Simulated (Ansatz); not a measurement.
# W9C8: the cost of one run

Program: Ansatz 0.2.0. Level of theory: DFT PBEsol, plane waves, PAW, scalar-relativistic, no spin polarisation. These are calculated values, not measurements.

## Step 1: Starting point

The cell holds 17 atoms (C8W9): a = 5.792 Å, b = 5.792 Å, c = 17.258 Å, α = 90.00°, β = 90.00°, γ = 120.00°.

Coordinates:

```xyz
17
Lattice="5.7920 0.0000 0.0000 -2.8960 5.0160 0.0000 0.0000 0.0000 17.2584" Properties=species:S:1:pos:R:3 pbc="T T T"
W     0.0000    0.0000    1.0000
C     1.4480    0.8360    2.4194
W     0.0000    0.0000    3.8389
C     1.4480    0.8360    5.2584
W    -1.4480    2.5080    1.0000
C     0.0000    3.3440    2.4194
W    -1.4480    2.5080    3.8389
C     0.0000    3.3440    5.2584
W     2.8960    0.0000    1.0000
C     4.3440    0.8360    2.4194
W     2.8960    0.0000    3.8389
C     4.3440    0.8360    5.2584
W     1.4480    2.5080    1.0000
C     2.8960    3.3440    2.4194
W     1.4480    2.5080    3.8389
C     2.8960    3.3440    5.2584
W    -1.4606    4.1441    7.0483
```

## Step 2: End point A

File input.yaml:

```yaml
crystal:
  lattice:
    - [5.792, 0.0, 0.0]
    - [-2.896, 5.016019, 0.0]
    - [0.0, 0.0, 17.25835]
  atoms:
    - { symbol: W, position: [0.0, 0.0, 0.057943] }
    - { symbol: C, position: [0.3333333, 0.1666667, 0.1401901] }
    - { symbol: W, position: [0.0, 0.0, 0.2224373] }
    - { symbol: C, position: [0.3333333, 0.1666667, 0.3046844] }
    - { symbol: W, position: [0.0, 0.5, 0.057943] }
    - { symbol: C, position: [0.3333333, 0.6666667, 0.1401901] }
    - { symbol: W, position: [0.0, 0.5, 0.2224373] }
    - { symbol: C, position: [0.3333333, 0.6666667, 0.3046844] }
    - { symbol: W, position: [0.5, 0.0, 0.057943] }
    - { symbol: C, position: [0.8333333, 0.1666667, 0.1401901] }
    - { symbol: W, position: [0.5, 0.0, 0.2224373] }
    - { symbol: C, position: [0.8333333, 0.1666667, 0.3046844] }
    - { symbol: W, position: [0.5, 0.5, 0.057943] }
    - { symbol: C, position: [0.8333333, 0.6666667, 0.1401901] }
    - { symbol: W, position: [0.5, 0.5, 0.2224373] }
    - { symbol: C, position: [0.8333333, 0.6666667, 0.3046844] }
    - { symbol: W, position: [0.1608992, 0.8261647, 0.4084023] }
basis:
  ecutwfc: 420.0
kpoints:
  mp_grid: { grid: [4, 4, 1] }
hamiltonian:
  xc: pbesol
  pseudopotentials: { kind: paw, azcp: { folder: soft_1 } }
scf:
  occupations: { method: gaussian, width: 0.05 }
  lower_state_search: "off"
relax:
  f_tol: 0.03
  max_steps: 60
  adjacent_minimum: "off"
  constraints: [{ sites: [0, 4, 8, 12] }]
```

Run with:

```console
$ ansatz run input.yaml --threads 4 --pin off --max-ram 10240MiB --backend cpu --events-out ev --progress --plain --runs-dir out
```

Q: Estimate wall time and peak memory on 4 threads of Arm Neoverse V1, shared host.

About 1.8 min, with a peak of 1.3 GiB.
